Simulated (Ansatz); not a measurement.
Ge built on the lonsdaleite prototype, relaxed with r2SCAN in the plane-wave code Ansatz. The symmetry is P6_3/mmc (No. 194, hexagonal); conventional cell a = 3.998 Å, c = 6.593 Å, 22.81 Å³ an atom. Ge has 4 Ge at 2.45–2.47 Å.

The axes x, y and z are those of this cell:
```
Ge
1.0
     3.99762    0.00000    0.00000
    -1.99881    3.46204    0.00000
     0.00000    0.00000    6.59282
Ge
4
Direct
  0.33333 0.66667 0.00037
  0.66667 0.33333 0.50037
  0.33333 0.66667 0.37463
  0.66667 0.33333 0.87463
```

Unstrained: The HSE06 gap is direct at Γ: 0.380 eV. Meshes: HSE06 6×6×4. Strains are changes of length per length. After each strain the atoms were relaxed again with r2SCAN within the symmetry that the strain leaves, so tilts or polar shifts that break it weren't tested; points keep the names that they have in the unstrained zone. Calculated for a static, non-magnetic cell.

(1) Estimate what uniaxial -2.0 % along z, other directions held does to the gap.

(2) Apply uniaxial +4.0 % along z, other directions held. How far does the gap move, against the unstrained cell?

(3) Apply uniaxial +3.0 % along z, other directions held. How far does the gap move, against the unstrained cell?

(4) Apply uniaxial -3.0 % along z, other directions held. How far does the gap move, against the unstrained cell?

(5) Estimate what uniaxial +1.0 % along z, other directions held does to the gap.

(6) Estimate what uniaxial -1.0 % along z, other directions held does to the gap.

(7) Estimate what uniaxial +2.0 % along z, other directions held does to the gap.

(8) Order the strained cells by their HSE06 gap, smallest first.
A. uniaxial +3.0 % along z, other directions held
B. uniaxial +2.0 % along z, other directions held
C. uniaxial -3.0 % along z, other directions held
D. uniaxial +4.0 % along z, other directions held
E. uniaxial -2.0 % along z, other directions held
F. uniaxial +1.0 % along z, other directions held
G. uniaxial -1.0 % along z, other directions held

Results:

(1) HSE06: the gap goes from 0.380 to 0.217 eV (-0.163 eV); with HSE06 the top three valence levels at Γ, grouped 2+1 from the top over 284 meV, become 2+1 over 153 meV.

(2) HSE06: the gap goes from 0.380 to 0.031 eV (-0.349 eV); so small a gap is at the limit of these settings; with HSE06 the top three valence levels at Γ, grouped 2+1 from the top over 284 meV, become 2+1 over 510 meV.

(3) HSE06: the gap goes from 0.380 to 0.207 eV (-0.173 eV); with HSE06 the top three valence levels at Γ, grouped 2+1 from the top over 284 meV, become 2+1 over 462 meV.

(4) HSE06: the gap goes from 0.380 to 0.128 eV (-0.252 eV); so small a gap is at the limit of these settings; with HSE06 the top three valence levels at Γ, grouped 2+1 from the top over 284 meV, become 2+1 over 84 meV.

(5) HSE06: the gap goes from 0.380 to 0.455 eV (+0.075 eV); with HSE06 the top three valence levels at Γ, grouped 2+1 from the top over 284 meV, become 2+1 over 341 meV.

(6) HSE06: the gap goes from 0.380 to 0.301 eV (-0.079 eV); with HSE06 the top three valence levels at Γ, grouped 2+1 from the top over 284 meV, become 2+1 over 217 meV.

(7) HSE06: the gap goes from 0.380 to 0.372 eV (-0.008 eV); with HSE06 the top three valence levels at Γ, grouped 2+1 from the top over 284 meV, become 2+1 over 408 meV.

(8) D (0.03 eV), C (0.13 eV), A (0.21 eV), E (0.22 eV), G (0.30 eV), B (0.37 eV), F (0.45 eV).

Spin-orbit coupling is left out.

The meshes of the hybrids are coarse, so their gaps aren't converged to the digits shown.

The splittings at Γ are without spin-orbit coupling, which regroups them where it is of like size or larger.
